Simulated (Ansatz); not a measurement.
Reactions of CH$_{5}$FSSi (`F[SiH2]CS`).

Isolated molecules relaxed with PBE0-D4/def2-TZVP in Ansatz; ΔE leaves out vibrations. CCSD(T)/CBS is the MP2 limit (def2-TZVPP, def2-QZVPP) plus CCSD(T) − MP2 in def2-TZVPP, frozen cores. This one scheme is used for every species, atoms too. Functionals use def2-TZVPP. No spin–orbit coupling; open shells (•) take unrestricted orbitals. Spin–orbit coupling would lower the free atoms: a little for C, F, S, Si. For Ge, Se outer-core shells are correlated without core-valence functions, so the limit isn't a true one: a few kJ/mol of doubt a bond, and 10 to 20 or more in all where bonds break to atoms. Scalar relativity is left out up to krypton. One conformer a species, not always the lowest.

```tsv
reaction	ωB97M-V (kJ/mol)	B2PLYP (kJ/mol)
`F[SiH2]CS` + H₂ → `[SiH3]CS` + H–F	119	119
`F[SiH2]CS` → C• + F• + 5 H• + S• + Si•	3119	3064
`F[SiH2]CS` + H₂Se → `SC[SiH2][SeH]` + H–F	80	85
`F[SiH2]CS` + `[BH2][GeH2][OH]` → `[BH2][GeH2][O][SiH2]F` + CH₃SH	-124	-130
`F[SiH2]CS` + H₂O → `O[SiH2]CS` + H–F	40	42
`F[SiH2]CS` + `CO[SiH2]S` → `CO[SiH2]S[SiH2]F` + CH₃SH	-70	-68
`F[SiH2]CS` + `CC(=O)O` → `CC(=O)O[SiH2]F` + CH₃SH	-94	-98
`F[SiH2]CS` + `O[SiH](O)F` → `O[SiH](F)O[SiH2]F` + CH₃SH	-123	-130
`F[SiH2]CS` + H₂O → `OC[SiH2]F` + H₂S	56	54
`F[SiH2]CS` → `FCS` + `[SiH2]`	441	442
```

Task: Give the CCSD(T)/CBS values in the same order. (Estimate.)

Result: Ansatz gave: 115, 3115, 71, -126, 39, -70, -96, -126, 64, 453 kJ/mol.

Largest T1 diagnostic: 0.015, for `CC(=O)O`.
